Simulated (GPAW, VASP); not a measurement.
This is a calculation of WC (Qusongite) for VASP 6.6.1. 

File INCAR:

```
SYSTEM = WC
ALGO     = Normal         ! electronic algorithm
EDIFF    = 1E-6           ! SCF threshold, eV
ENCUT    = 520            ! plane-wave cutoff, eV
GGA      = PE             ! functional
ISIF     = 2              ! what is computed and relaxed
ISMEAR   = 0              ! smearing method
LASPH    = .True.         ! aspherical terms in the spheres
LCHARG   = .False.        ! write CHGCAR
LREAL    = .False.        ! projectors in reciprocal space
LWAVE    = .False.        ! write WAVECAR
NELM     = 60             ! most SCF steps
PREC     = Accurate       ! precision mode
SIGMA    = 0.023          ! smearing width, eV
```

The input KPOINTS:

```
k-points
0
Gamma
  10 10 9
  0 0 0
```

File POSCAR:

```
WC
1.0
    2.9065000000      0.0000000000      0.0000000000
   -1.4532500000      2.5171028361      0.0000000000
    0.0000000000      0.0000000000      2.8366000000
W C
1 1
Direct
    0.0000000000      0.0000000000      0.0000000000
    0.6666666667      0.3333333333      0.5000000000
```

Potentials or basis: VASP PAW PBE potentials, release 64 (W_sv, C).

Command:

```bash
$ cat potpaw_PBE.64/W_sv/POTCAR potpaw_PBE.64/C/POTCAR > POTCAR
$ mpirun -np 1 vasp_std > vasp.out
```

Task: Translate it to GPAW 26.7.0 (ASE script). Potentials or basis there: GPAW PAW data sets (gpaw-data 1.2.1), cutoff 800 eV.

Result: As run (cutoffs and basis follow the program's own potentials, and thresholds, step limits or extra output files can differ):

Contents of run.py:

```python
from ase.dft.bandgap import bandgap
from ase.io import read, write
from ase.units import GPa
from gpaw import GPAW, PW

atoms = read('WC.xyz')

calc = GPAW(mode=PW(800),
            xc='PBE',
            kpts={'size': (10, 10, 9), 'gamma': True},
            occupations={'name': 'methfessel-paxton', 'order': 0, 'width': 0.023},
            nbands=19,
            convergence={'density': 1e-05, 'energy': 1e-05},
            maxiter=150,
            txt='gpaw.txt')
atoms.calc = calc
energy = atoms.get_potential_energy()
forces = atoms.get_forces()
stress = atoms.get_stress()
calc.write('gs.gpw')
write('result.traj', atoms)
print(f'Energy: {energy:.6f} eV')
print('Forces (eV/A):')
print(forces.round(4))
print('Stress (GPa):', (stress / GPa).round(3))
print('Fermi level:', round(calc.get_fermi_level(), 4), 'eV')
print(f'Gap: {bandgap(calc)[0]:.4f} eV, direct: {bandgap(calc, direct=True)[0]:.4f} eV')
```

Contents of WC.xyz:

```xyz
2
Lattice="2.9065000000 0.0000000000 0.0000000000 -1.4532500000 2.5171028361 0.0000000000 0.0000000000 0.0000000000 2.8366000000" Properties=species:S:1:pos:R:3 pbc="T T T"
W      0.0000000000      0.0000000000      0.0000000000
C      1.4532500001      0.8390342786      1.4183000000
```

Potentials or basis: GPAW PAW data sets (gpaw-data 1.2.1), pw.

The run is started by

```console
$ OMP_NUM_THREADS=1 python run.py
```

Both were run:

|  | VASP | GPAW |
| --- | --- | --- |
| Pressure | 6.7 GPa | 5.4 GPa |

Pressure is positive in compression.
